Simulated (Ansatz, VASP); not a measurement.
# Two plane-wave programs on BeTe

The input INCAR:

```
SYSTEM = BeTe
  ALGO = Normal
  EDIFF = 1E-7
  ENCUT = 520
  GGA = PS
  GGA_COMPAT = .False.
  ISIF = 2
  ISMEAR = 0
  LASPH = .True.
  LCHARG = .False.
  LNONCOLLINEAR = .True.
  LORBIT = 11
  LORBMOM = .True.
  LREAL = .False.
  LSORBIT = .True.
  LWAVE = .False.
  MAGMOM = 0 0 0 0 0 0
  NBANDS = 20
  NELM = 150
  PREC = Accurate
  SIGMA = 0.05
```

The input KPOINTS:

```
k-points
0
Gamma
  6 6 6
  0 0 0
```

File POSCAR:

```
BeTe
1.0
    0.0000000000      2.7700007385      2.7700007385
    2.7700007385      0.0000000000      2.7700007385
    2.7700007385      2.7700007385      0.0000000000
Be Te
1 1
Direct
    0.0000000000      0.0000000000      0.0000000000
    0.7500000000      0.7500000000      0.7500000000
```

Input for Ansatz:

```yaml
crystal:
  lattice:
    - [0.0, 2.7700007385, 2.7700007385]
    - [2.7700007385, 0.0, 2.7700007385]
    - [2.7700007385, 2.7700007385, 0.0]
  atoms:
    - { symbol: Be, position: [0.0, 0.0, 0.0] }
    - { symbol: Te, position: [0.75, 0.75, 0.75] }
basis:
  ecutwfc: 420
  ecutrho_ratio: 4
kpoints:
  mp_grid: { grid: [6, 6, 6] }
hamiltonian:
  xc: pbesol
scf:
  occupations: { method: gaussian, width: 0.05 }
output:
  forces: true
  stress: true
  eigenvalues: true
  populations: true
  topological_invariants: true
magnetization:
  noncollinear: true
  spin_orbit: true
```

Alike in both runs: task single point; functional PBEsol; k mesh 6 × 6 × 6; occupations gaussian, width 0.05 eV; non-collinear spin, spin-orbit coupling.

```csv
,VASP,Ansatz
version,VASP 6.6.1,Ansatz 0.2.0
potentials or method,"VASP PAW PBE potentials, release 64 (Be, Te)","plane waves, PAW"
plane-wave cutoff (eV),520,420
valence electrons in the cell,8,18
```

```tsv
	VASP	Ansatz	Ansatz less VASP
gap on the k mesh at the Fermi level (eV)	1.43	1.45	+0.017
least direct gap on the mesh (eV)	3.22	3.24	+0.012
pressure (GPa)	2.6	2.3	-0.32
net moment per atom (μB)	0.00	0.00	0.000
```

With one functional, cell and mesh, what is left measures potentials, basis and numerics. The two sets of potentials don't hold the same shells in valence.

Caveats: the PAW data sets were made with another functional, which shifts forces and pressure a little (VASP).
